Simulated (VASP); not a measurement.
Here is the system:

```
NaBr
1.0
    0.00000     2.96583     2.96583
    2.96583     0.00000     2.96583
    2.96583     2.96583     0.00000
Na Br
1 1
Direct
  0.00000   0.00000   0.00000
  0.50000   0.50000   0.50000
```

Calculation: r2SCAN meta-GGA, VASP's PBE PAW potentials (set 64) (plane waves; VASP). Numerical set-up: 400 eV cut-off, 9×9×9 Γ-centred mesh, tetrahedra with Blöchl corrections, potentials Na_pv Br.

**Question.** What does the run give for the energy per atom (σ→0), band gap (over mesh and band path) with the smallest direct gap where there is one?

**Answer.** 
band gap (over mesh and band path): 5.03 eV
smallest direct gap (over mesh and band path): 5.03 eV
energy per atom (σ→0): -10.224 eV/atom

The absolute energy has meaning only against runs of the same code, potentials and settings.

The compound is NaBr in the rock salt structure. It was relaxed first.
